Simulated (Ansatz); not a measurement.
# Mn (P6_3/mmc) in Ansatz: settings compared, part 2 of 2

Ansatz 0.2.0.

**4. Relaxation of cell and atoms, LDA, collinear spin, ferromagnetic start**

File input.yaml:

```yaml
crystal:
  lattice:
    - [2.4836457705, 0.0, 0.0]
    - [-1.2418228853, 2.1509003313, 0.0]
    - [0.0, 0.0, 4.026195]
  atoms:
    - { symbol: Mn, position: [0.3333333333, 0.6666666667, 0.25], spin: 4.0 }
    - { symbol: Mn, position: [0.6666666667, 0.3333333333, 0.75], spin: 4.0 }
hamiltonian:
  xc: lda
  pseudopotentials: { kind: paw }
magnetization:
  spin_polarized: true
kpoints:
  mp_grid: { grid: [12, 12, 7] }
scf:
  occupations: { method: fermi_dirac, width: 0.05 }
output:
  forces: true
  stress: true
  eigenvalues: true
  write_density: true
  write_potential: true
  elf: true
  volumetric_format: npy
relax:
  f_tol: 0.01
  max_steps: 40
  cell: { stress_tol: 0.05 }
```

The run is started by

```bash
$ ansatz run input.yaml --threads 2 --pin off --max-ram 5632MiB --backend cpu --events-out ev --progress --plain --runs-dir out
```

It took 54 s on 2 threads of Intel Xeon at 2.50GHz (Skylake/Cascade Lake), shared host; peak memory 0.38 GiB.

Results (log left out):

```yaml
Free_energy: -7682.6759 eV
Relaxed_volume: 10.05 Å³/atom
Relaxed_cell: a = 2.430 Å, b = 2.430 Å, c = 3.929 Å, α = 90.00°, β = 90.00°, γ = 120.00°
Space_group_after_relaxing_to_0.05_Å: P6_3/mmc (No. 194)
Energy_gained_by_relaxing: 45.9 meV/atom
Ionic_steps: 8
Pressure_after_relaxing: 0.0 GPa
Band_gap_on_the_k_mesh: none (metal or under the smearing width)
Net_moment: 0.00 μB per cell
Absolute_moment: 0.00 μB per cell
```

The path:
| step | energy change (eV) | largest force (eV/Å) | volume (Å³) |
| --- | --- | --- | --- |
| 1 | 0.0000 | 0.0000 | 21.51 |
| 2 | -0.0830 | 0.0000 | 20.52 |
| 3 | -0.0922 | 0.0000 | 20.04 |
| 4 | -0.0923 | 0.0000 | 20.10 |
| 5 | -0.0923 | 0.0000 | 20.09 |
| 6 | -0.0918 | 0.0000 | 20.09 |
| 7 | -0.0918 | 0.0000 | 20.09 |
| 8 | -0.0918 | 0.0000 | 20.09 |

Final structure:
```
Mn
1.0
     2.43002    0.00000    0.00000
    -1.21501    2.10446    0.00000
     0.00000    0.00000    3.92869
Mn
2
Direct
  0.33333 0.66667 0.25000
  0.66667 0.33333 0.75000
```

Levels at points of the mesh, in eV from the Fermi level:
Spin up:
```csv
k point,band 12,band 13,band 14,band 15,band 16,band 17,band 18,band 19
"(0.00, 0.00, 0.00)",-1.07,-1.07,-0.54,-0.54,0.03,0.03,0.92,1.78
"(0.00, -0.50, 0.00)",-1.36,-1.31,-1.01,-0.45,2.02,2.19,2.26,3.96
```
Spin down:
```
            k point  band 11  band 12  band 13  band 14  band 15  band 16  band 17  band 18  band 19  band 20
 (0.00, 0.00, 0.00)    -1.07    -1.07    -1.07    -0.54    -0.54     0.03     0.03     0.92     1.78     1.78
(0.00, -0.50, 0.00)    -4.05    -1.36    -1.31    -1.01    -0.45     2.02     2.19     2.26     3.96     6.20
```

Caveat: the starting moments collapsed, and a magnetic state may lie lower; the plane-wave basis is chosen anew once the cell has moved, so the energies of steps on either side of that aren't comparable; the PAW data sets come from PBE, with cores solved anew for the run's functional, which leaves a small shift of forces and pressure; the starting moments weren't kept.

**5. Relaxation of cell and atoms, BLYP+D3(BJ), collinear spin, ferromagnetic start**

Edit input.yaml of step 4 so:

```diff
@@ -9,4 +9,5 @@
 hamiltonian:
-  xc: lda
+  xc: blyp
   pseudopotentials: { kind: paw }
+  dispersion: d3bj
 magnetization:
@@ -21,6 +22,2 @@
   eigenvalues: true
-  write_density: true
-  write_potential: true
-  elf: true
-  volumetric_format: npy
 relax:
```

Potentials or basis: Ansatz PAW.

The run is started by

```bash
$ ansatz run input.yaml --threads 2 --pin off --max-ram 5632MiB --backend cpu --events-out ev --progress --plain --runs-dir out
```

What it wrote:

```text
Warning: RAYON_NUM_THREADS=2 ignored (pool sized by the plan → 2); use --threads N
Engine: ansatz 0.2.0, x86_64-unknown-linux-gnu
Pseudopotentials: kind: paw
Pseudopotential: Mn, paw, valence charge 15, recommended cutoff 420 eV (normal), Mn.paw.azcp
Functional definition: BLYP
  parameter beta = 0.0042
  parameter a = 0.04918
  parameter b = 0.132
  parameter c = 0.2533
  parameter d = 0.349
  exchange = b88_x(beta = beta)
  correlation = lyp_c(a = a, b = b, c = c, d = d)
Crystal: 2 atoms, lattice volume = 21.508 Å³
Basis set: ecut = 420 eV, 391 PW (Γ), exchange–correlation on 36×36×54 points (8 copies of the dense FFT grid, shifted against one another)
Bands: 23, of which v1, the nominal top of the filled ones, is band 15 counted from 1 (14 counted from 0)
Symmetry: 24 space group operations
Space group: P63/mmc (ITA 194), of the structure as read, at distance tolerance 2.8e-5 Å
Magnetic group: BNS 194.263 (UNI 1493), of the structure as read, at distance tolerance 2.8e-5 Å
k-points: 76 of 1008
Non-local potential: Mn, projectors of the file, l = 0: 3, l = 1: 2, l = 2: 3, l = 3: 1
PAW form: soft (Blöchl's): semilocal exchange-correlation on the pseudo side does not see the compensation charge
PAW frozen core: Mn, regenerated for the run's functional, and the local potential with it (the file was generated under x = pbe(κ = 0.804, μ = 0.2195149727645171), c = pbe(β = 0.06672455060314922))
PAW one-centre angular grid: Mn, 590 points (default); XC on 64 Gauss nodes
Initial density: superposition of atomic densities (chi_scale 0.1, normalization cell)
Starting moments: Σ|m| = 8 μB on 2 of 2 sites
Initial wavefunctions: pseudopotential atomic-orbital guess
Functional: x = b88, c = lyp
SCF iter   1: F=—  HF=-7809.271313 eV  |F-HF|=—  |Δ(HF+E_count)|=         —  Δρ=1.29e-1 (↑1.29e-1 ↓6.03e-2)  dr2=1.31e0  dr2_m=1.59e0  M=5.904 μB ∫|m|=5.922 μB  β_m=0.30  ethr=3.10e-3  ⟨swp⟩=3.8  Hψ=12402  notcnv=0
Mixer restart at iter 1: flushing history
preconditioner: auto → none  [metal: Δε(μ)=0.004 eV  Ē_g=9.728 eV  σ=0.050 eV  W_gap=0.02  n_scr=2 (ndim 8)  ℏωp=30.0 eV  f_vac=0.000  D(μ)=3.29/eV (n_scr^D=42)  sad-step TF]
SCF iter   2: F=—  HF=-7809.632918 eV  |F-HF|=—  |Δ(HF+E_count)|=   3.62e-1  Δρ=7.30e-2 (↑7.30e-2 ↓5.38e-2)  dr2=1.76e-1  dr2_m=7.62e-1  M=5.848 μB ∫|m|=5.870 μB  β_m=0.52  ethr=3.10e-3  ⟨swp⟩=2.0  Hψ=5603  notcnv=0  defer=236
SCF iter   3: F=—  HF=-7817.751315 eV  |F-HF|=—  |Δ(HF+E_count)|=         —  Δρ=3.86e-1 (↑3.86e-1 ↓2.84e-1)  dr2=1.82e0  dr2_m=2.21e1  M=0.318 μB ∫|m|=0.374 μB  β_m=1.00  ethr=5.87e-4  ⟨swp⟩=2.6  Hψ=5850  notcnv=0  defer=238
Mixer restart at iter 3: flushing history
[... 81 lines left out ...]
Absolute magnetization: 0.0000 μB (∫|ρ↑−ρ↓|, with the PAW one-centre terms)
Spin contamination: 0.0000 ħ² per cell (⟨S²⟩ above its minimum at these occupations)
Per-site moments (μB) at R_I (Å): [(5.261111246561802e-9, 1.0121650491800698), (5.261111018965607e-9, 1.0121650491800698)]
Free energy (F): -7813.800949 eV
Harris-Foulkes:  -7813.800949 eV  (|F-HF|=4.55e-12)
Internal energy: -7813.778923 eV  (E = F + TS)
E sigma→0 (E₀):  -7813.789936 eV
Entropy (-TS):   -0.022025 eV (-11.013 meV/atom)
Fermi energy:    21.089483 eV
--- Per-component energies (eV) ---
  E_band       = -285.991386
  E_kinetic    = 620.000376
  E_local      = -3095.551819  (includes V_loc(G=0)·N_el)
  E_nonlocal   = 472.647921
  E_hartree    = 1297.416216
  E_xc         = -228.355093
  E_vxc        = -292.055098  (∫ρ·V_xc dr)
  E_paw        = -2612.770705  (= ΣΔE_a)
  E_vpaw       = -585.865177  (= ΣTr[D̂ρ^β])
  E_aug_tail   = -0.000018  (compensation charges beyond the density's cutoff)
  E_ewald      = -4265.389607
  E_disp       = -1.800958  (pairwise vdW)
  E_core_change = 0.024765  (= ΣΔE_core)
  E_smearing   = -0.022025  (= −TS)
  E_closure    = 0.000000  (closes the sum)
  Σ components = -7813.800949   (vs F -7813.800949, Δ=0.00e0)
--- Forces (eV/Å), atoms counted from 1 ---
  atom   1  Mn    -0.00000000     0.00000000     0.00000000
  atom   2  Mn     0.00000000    -0.00000000     0.00000000
  max |Σ_I F_I| component: 0.00e0 eV/Å
--- Stress (GPa, compression-positive) ---
        0.000378       0.000000      -0.000000
        0.000000       0.000378       0.000000
       -0.000000       0.000000      -0.029600
  P = ⅓ Tr σ = -0.0096 GPa (-0.096 kbar)
--- Band table (eV; the first three rows and the last of 152) ---
  k-point 0 ↑: bands = ["-57.9048", "-57.7277", "-27.0878", "-26.3782", "-26.3782", "-26.2651", "-26.2651", "-26.2514", "12.9917", "16.6080", "20.0833", "20.0973", "20.0973", "20.5799", "20.5799", "21.1088", "21.1088", "22.1059", "22.7345", "22.7345", "30.6223", "42.2368", "45.5345"]
  k-point 1 ↑: bands = ["-57.8961", "-57.7366", "-27.0476", "-26.3726", "-26.3726", "-26.2941", "-26.2707", "-26.2707", "13.2148", "16.5892", "19.9993", "20.0260", "20.0260", "20.4957", "20.4957", "21.2911", "21.2911", "21.4794", "22.7244", "22.7244", "31.5995", "42.0166", "45.0551"]
  k-point 2 ↑: bands = ["-57.8717", "-57.7614", "-26.9344", "-26.4131", "-26.3570", "-26.3570", "-26.2864", "-26.2864", "13.8539", "16.4126", "19.7868", "19.9404", "19.9404", "20.2972", "20.2972", "20.3317", "21.6855", "21.6855", "22.6510", "22.6510", "33.8892", "41.3422", "43.7104"]
  k-point 75 ↓: bands = ["-57.6948", "-57.6948", "-26.9068", "-26.9068", "-26.7676", "-26.7104", "-26.4047", "-26.4047", "18.2332", "18.2707", "18.2707", "18.4532", "19.5174", "19.5174", "20.9890", "21.2937", "22.7841", "22.7841", "29.0831", "29.0831", "30.2225", "31.5031", "33.5296"]
--- Relaxed structure (4 steps of the walk, 4 accepted, 1 SCFs on fresh bases) ---
  F+E_penalty+E_count = -7813.80094851 eV   max|allowed force component| = 3.932e-17 eV/Å   (the final SCF, on the basis selected at the relaxed cell)
  cell:  # Å, volume = 21.1153 Å³
    - [2.4711839608115094, 2.872270553445532e-11, -3.440000882149282e-34]
    - [-1.2355919804306292, 2.1401080874730543, -5.7278199411297085e-34]
    - [-5.57652565259687e-34, -1.394131413149218e-33, 3.9926053983885086]
  atoms:
    - { symbol: Mn, position: [0.3333333333333333, 0.6666666666666666, 0.25000000000000006] }
    - { symbol: Mn, position: [0.6666666666666666, 0.3333333333333333, 0.7500000000000001] }
```

Run time: 37 s. Hardware: 2 threads of Intel Xeon at 2.50GHz (Skylake/Cascade Lake), shared host; peak memory 0.39 GiB.

Results:

| Quantity | Value |
| --- | --- |
| Free energy | -7813.8009 eV |
| Relaxed volume | 10.56 Å³/atom |
| Relaxed cell | a = 2.471 Å, b = 2.471 Å, c = 3.993 Å, α = 90.00°, β = 90.00°, γ = 120.00° |
| Space group after relaxing (to 0.05 Å) | P6_3/mmc (No. 194) |
| Energy gained by relaxing | 3.3 meV/atom |
| Ionic steps | 5 |
| Pressure after relaxing | 0.0 GPa |
| Band gap on the k mesh | none (metal or under the smearing width) |
| Net moment | 0.00 μB per cell |
| Absolute moment | 0.00 μB per cell |

The path:
| step | energy change (eV) | largest force (eV/Å) | volume (Å³) |
| --- | --- | --- | --- |
| 1 | 0.0000 | 0.0000 | 21.51 |
| 2 | -0.0058 | 0.0000 | 21.25 |
| 3 | -0.0066 | 0.0000 | 21.11 |
| 4 | -0.0066 | 0.0000 | 21.12 |
| 5 | -0.0065 | 0.0000 | 21.12 |

Final structure:
```cif
data_structure
_symmetry_space_group_name_H-M 'P 1'
_symmetry_Int_Tables_number 1
_cell_length_a 2.4712
_cell_length_b 2.4712
_cell_length_c 3.9926
_cell_angle_alpha 90.000
_cell_angle_beta 90.000
_cell_angle_gamma 120.000
_cell_volume 21.12
loop_
_atom_site_label
_atom_site_type_symbol
_atom_site_fract_x
_atom_site_fract_y
_atom_site_fract_z
_atom_site_occupancy
Mn1 Mn 0.33333 0.66667 0.25000 1
Mn2 Mn 0.66667 0.33333 0.75000 1
```

Caveat: the starting moments collapsed, and a magnetic state may lie lower; the plane-wave basis is chosen anew once the cell has moved, so the energies of steps on either side of that aren't comparable; pairwise dispersion overbinds metals, which lowers pressure and volume; the PAW data sets come from PBE, with cores solved anew for the run's functional, which leaves a small shift of forces and pressure; the starting moments weren't kept.
